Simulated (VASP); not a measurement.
Set up this calculation in VASP 6.6.1, as the native input.

| Item | Value |
| --- | --- |
| Task | relaxation of shape and atoms at fixed volume |
| Functional | r2SCAN |
| Potentials or basis | VASP PAW PBE potentials, release 64 (Zn, O) |
| Cutoff | 600 eV |
| k mesh | 9 × 9 × 5 |
| Occupations | gaussian, width 0.03 eV |
| Spin | no spin polarisation |
| Further INCAR settings | ALGO = Normal; EDIFF = 1e-07; IBRION = 2; EDIFFG = -0.01; NSW = 40; ISIF = 4 |

The structure of ZnO (zincite) lies in POSCAR:

```
ZnO                                     
1.0
    3.1746799565      0.0000000000      0.0000000000
   -1.5873399783      2.7493534912      0.0000000000
   -0.0000000000     -0.0000000000      5.1109839093
  Zn              O             
     2     2
Direct
     0.3333333332999970    0.6666666667000030    0.4997042150177862
     0.6666666667000030    0.3333333332999970    0.9997042150177862
     0.6666666667000030    0.3333333332999970    0.3793057849822148
     0.3333333332999970    0.6666666667000030    0.8793057849822148
```

The cell isn't the ideal one: a relaxed cell with its volume scaled by 0.94.

The input as run:

INCAR

```
SYSTEM = ZnO
PREC = Accurate
ENCUT = 600
EDIFF = 1E-7
ISMEAR = 0
SIGMA = 0.03
LREAL = .False.
LASPH = .True.
NELM = 80
ALGO = Normal
ISIF = 4
LWAVE = .False.
LCHARG = .False.
METAGGA = R2SCAN
LMIXTAU = .True.
IBRION = 2
NSW = 40
EDIFFG = -0.01
```

KPOINTS

```
regular mesh
0
Gamma
  9 9 5
  0 0 0
```

Potentials or basis: VASP PAW PBE potentials, release 64 (Zn, O).

Launch:

```console
$ cat potpaw_PBE.64/Zn/POTCAR potpaw_PBE.64/O/POTCAR > POTCAR
$ mpirun -np 1 vasp_std > vasp.out
```

It gave:

```json
{
 "Pressure after relaxing": "10.7 GPa",
 "Largest force after relaxing": "0.005 eV/Å",
 "Band gap on the k mesh": "1.32 eV, direct"
}
```

Caveat: the relaxation stopped at its first step, so nothing moved; the PAW data sets were made with another functional, which shifts forces and pressure a little.

It took 8.1 min on 1 thread of Intel(R) Xeon(R) Platinum 8375C CPU @ 2.90GHz (Ice Lake), on a shared host, peak memory 0.2 GiB.
